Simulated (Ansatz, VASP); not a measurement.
**VH2 in VASP and in Ansatz**

The input INCAR:

```
PREC = Accurate
ENCUT = 520
EDIFF = 1E-6
ISMEAR = 0
SIGMA = 0.1
LREAL = False
LASPH = True
NELM = 100
ALGO = Normal
ISIF = 2
LWAVE = False
LCHARG = False
GGA = PS
NBANDS = 14
```

The input KPOINTS:

```
regular mesh
0
Gamma
  18 18 18
```

File POSCAR:

```
VH2
1.0
    0.0000000000      2.0610556030      2.0610556030
    2.0610556030      0.0000000000      2.0610556030
    2.0610556030      2.0610556030      0.0000000000
V H
1 2
Direct
    0.0000000000      0.0000000000      0.0000000000
    0.2500000000      0.2500000000      0.2500000000
    0.7500000000      0.7500000000      0.7500000000
```

Input for Ansatz:

```yaml
crystal:
  lattice:
    - [0.0, 2.061055603, 2.061055603]
    - [2.061055603, 0.0, 2.061055603]
    - [2.061055603, 2.061055603, 0.0]
  atoms:
    - { symbol: V, position: [0.0, 0.0, 0.0] }
    - { symbol: H, position: [0.25, 0.25, 0.25] }
    - { symbol: H, position: [0.75, 0.75, 0.75] }
basis:
  ecutwfc: 420
kpoints:
  mp_grid: { grid: [18, 18, 18] }
hamiltonian:
  xc: pbesol
scf:
  occupations: { method: gaussian, width: 0.1 }
output:
  forces: true
  stress: true
  eigenvalues: true
```

Alike in both runs: task single point; functional PBEsol; k mesh 18 × 18 × 18; occupations gaussian, width 0.1 eV; no spin polarisation.

```csv
,VASP,Ansatz
version,VASP 6.6.1,Ansatz 0.2.0
potentials or method,"VASP PAW PBE potentials, release 64 (V_sv, H)","scalar-relativistic, plane waves, PAW"
plane-wave cutoff (eV),520,420
valence electrons in the cell,15,15
```

```tsv
	VASP	Ansatz	Ansatz less VASP
gap on the k mesh at the Fermi level (eV)	none	none	-
pressure (GPa)	6.3	6.1	-0.13
```

A gap of «none» marks a metal or a gap that the smearing closes.

Caveats: the PAW data sets were made with another functional, which shifts forces and pressure a little (VASP).
